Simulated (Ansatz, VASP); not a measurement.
**One calculation of Ir, two programs**

The input POSCAR:

```
Ir
1.0
    2.7989532549      0.0000000000      0.0000000000
   -1.3994766274      2.4239646228      0.0000000000
    0.0000000000      0.0000000000      9.0271766845
Ir
4
Direct
    0.0000000000      0.0000000000      0.0000000000
    0.0000000000      0.0000000000      0.5000000000
    0.3333333333      0.6666666667      0.7500000000
    0.6666666667      0.3333333333      0.2500000000
```

Contents of INCAR.step1:

```
  PREC = Accurate
  ENCUT = 520
  ISMEAR = 0
  SIGMA = 0.1
  LREAL = False
  LASPH = True
  NELM = 100
  NBANDS = 26
  GGA = PE
  ALGO = Normal
  EDIFF = 1E-4
  LWAVE = True
  LCHARG = False
```

Contents of INCAR.step2:

```
  PREC = Accurate
  ENCUT = 520
  EDIFF = 1E-6
  ISMEAR = 0
  SIGMA = 0.1
  LREAL = False
  LASPH = True
  NELM = 100
  ALGO = Normal
  ISIF = 2
  LWAVE = False
  LCHARG = False
  METAGGA = R2SCAN
  LMIXTAU = True
  NBANDS = 26
  ISTART = 1
```

File KPOINTS:

```
regular mesh
0
Gamma
  9 9 2
```

Input for Ansatz:

```yaml
crystal:
  lattice:
    - [2.7989532549, 0.0, 0.0]
    - [-1.3994766274, 2.4239646228, 0.0]
    - [0.0, 0.0, 9.0271766845]
  atoms:
    - { symbol: Ir, position: [0.0, 0.0, 0.0] }
    - { symbol: Ir, position: [0.0, 0.0, 0.5] }
    - { symbol: Ir, position: [0.3333333333, 0.6666666667, 0.75] }
    - { symbol: Ir, position: [0.6666666667, 0.3333333333, 0.25] }
basis:
  ecutwfc: 500
kpoints:
  mp_grid: { grid: [9, 9, 2] }
hamiltonian:
  xc: r2scan
scf:
  occupations: { method: gaussian, width: 0.1 }
  lower_state_search: "off"
output:
  forces: true
  stress: true
  eigenvalues: true
```

Alike in both runs: task single point; functional r2SCAN; k mesh 9 × 9 × 2; occupations gaussian, width 0.1 eV; no spin polarisation.

|  | VASP | Ansatz |
| --- | --- | --- |
| version | VASP 6.6.1 | Ansatz 0.2.0 |
| potentials or method | VASP PAW PBE potentials, release 64 (Ir) | scalar-relativistic, plane waves, PAW |
| plane-wave cutoff (eV) | 520 | 500 |
| valence electrons in the cell | 36 | 68 |

VASP gave:

```
gap on the k mesh at the Fermi level (eV)       : none
pressure (GPa)                                  : -21.1
largest component of the traceless stress (GPa) : 0.85
```

Task: What did Ansatz give for the same quantities?

Result: gap on the k mesh at the Fermi level (eV): none; pressure (GPa): -22.8; largest component of the traceless stress (GPa): 0.78.

A gap of «none» marks a metal or a gap that the smearing closes. The two sets of potentials don't hold the same shells in valence.

Caveats: so large a pressure means that the cell lies far from this level's equilibrium, or that cutoff or potentials fall short (VASP); the potentials were made for another functional, which shifts forces and pressure (VASP). The runs have no spin-orbit coupling, so splittings on Ir are missing.
